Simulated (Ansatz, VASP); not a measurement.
Na in VASP and in Ansatz

File INCAR:

```
SYSTEM = Na
PREC = Accurate ; ENCUT = 520
EDIFF = 1E-7 ; ISMEAR = -1
SIGMA = 0.05 ; LREAL = .FALSE.
LASPH = .TRUE. ; NELM = 80
ALGO = Normal ; ISIF = 2
LWAVE = .FALSE. ; LCHARG = .TRUE.
GGA = PE ; LELF = .TRUE.
LVHAR = .TRUE. ; NBANDS = 14
```

Contents of KPOINTS:

```
Automatic mesh
0
G
  8 8 5
  0 0 0
```

File POSCAR:

```
Na
1.0
    3.7670000000      0.0000000000      0.0000000000
   -1.8835000000      3.2623176961      0.0000000000
    0.0000000000      0.0000000000      6.1540000000
Na
2
Direct
    0.6666666667      0.3333333333      0.7500000000
    0.3333333333      0.6666666667      0.2500000000
```

File input.yaml:

```yaml
crystal:
  lattice:
    - [3.767, 0.0, 0.0]
    - [-1.8835, 3.2623176961, 0.0]
    - [0.0, 0.0, 6.154]
  atoms:
    - { symbol: Na, position: [0.6666666667, 0.3333333333, 0.75] }
    - { symbol: Na, position: [0.3333333333, 0.6666666667, 0.25] }
hamiltonian:
  xc: pbe
  pseudopotentials: { kind: paw }
kpoints:
  mp_grid: { grid: [8, 8, 5] }
scf:
  occupations: { method: fermi_dirac, width: 0.05 }
output:
  forces: true
  stress: true
  eigenvalues: true
```

This isn't the form of Na at room conditions, which is bcc.

Alike in both runs: task single point; functional PBE; k mesh 8 × 8 × 5; occupations fermi-dirac, width 0.05 eV; no spin polarisation.

|  | VASP | Ansatz |
| --- | --- | --- |
| version | VASP 6.6.1 | Ansatz 0.2.0 |
| potentials or method | VASP PAW PBE potentials, release 64 (Na_pv) | Ansatz PAW |
| plane-wave cutoff (eV) | 520 | 420 |
| valence electrons in the cell | 14 | 18 |

VASP gave:

| Property | Result |
| --- | --- |
| gap on the k mesh at the Fermi level (eV) | none |
| pressure (GPa) | -0.2 |
| largest component of the traceless stress (GPa) | 0.16 |

Q: Which values does Ansatz return?

A: gap on the k mesh at the Fermi level (eV): none; pressure (GPa): -0.1; largest component of the traceless stress (GPa): 0.16.

A gap of «none» marks a metal or a gap that the smearing closes. The two sets of potentials don't hold the same shells in valence.
